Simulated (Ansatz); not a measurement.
# HfO2 — ¹⁷O NMR of the central transition

Cell: a structure deposited in the COD, ions relaxed with PBE at fixed cell.

Space group Pbca (No. 61); a = 5.0598, b = 10.0172, c = 5.2276 Å.

| site | Wyckoff | site symmetry | x | y | z |
| --- | --- | --- | --- | --- | --- |
| Hf | 8c | 1 | 0.7451 | 0.8845 | 0.9649 |
| O9 | 8c | 1 | 0.8705 | 0.7907 | 0.6240 |
| O17 | 8c | 1 | 0.5029 | 0.9764 | 0.2617 |

One atom of each set is listed.

Method: Kohn–Sham DFT in Ansatz, r2SCAN, plane waves and PAW, scalar-relativistic, 500 eV cutoff, Γ-centred 5×3×5 k-points, Fermi–Dirac smearing 0.02 eV.

¹⁷O has I = 5/2 and Q = -25.58 mb (Pyykkö 2018); at 14.1 T its Larmor frequency is ν₀ = 81.4 MHz. Only the quadrupole interaction is simulated: positions count from each site's isotropic chemical shift, and J coupling is left out, as are shift anisotropy and dipolar coupling, which fast spinning averages.

Problem. What does the ¹⁷O spectrum (fast magic-angle spinning) show for each site?

Solution. 

```
site                               first shell  C_Q (MHz)     η  P_Q (MHz)  δ_QIS (ppm)  breadth (kHz)
  O9  3 Hf at 2.04–2.17 Å; also 1 Hf at 3.33 Å       1.82  0.50       1.89        -3.24          0.612
 O17                       4 Hf at 2.14–2.22 Å      0.979  0.66       1.05       -0.993          0.186
```

δ_QIS = −(ν_Q²/30ν₀²)[I(I+1) − 3/4](1 + η²/3) × 10⁶ ppm with ν_Q = 3|C_Q|/[2I(2I−1)]; it falls as 1/B₀² in ppm, and the breadth as 1/B₀ in kHz.

Without spin–orbit coupling the gradients at and beside Hf can be off by some per cent, at some sites by more.

Hardware: 4 threads of AMD EPYC 9R45 (Zen 5) (x86_64; 16 cores open to the job, memory cap 8.0 GiB, no GPU), a shared host with a load of 0.4 a core. Wall time 15 s, CPU time 57 s, peak memory 2.3 GiB.
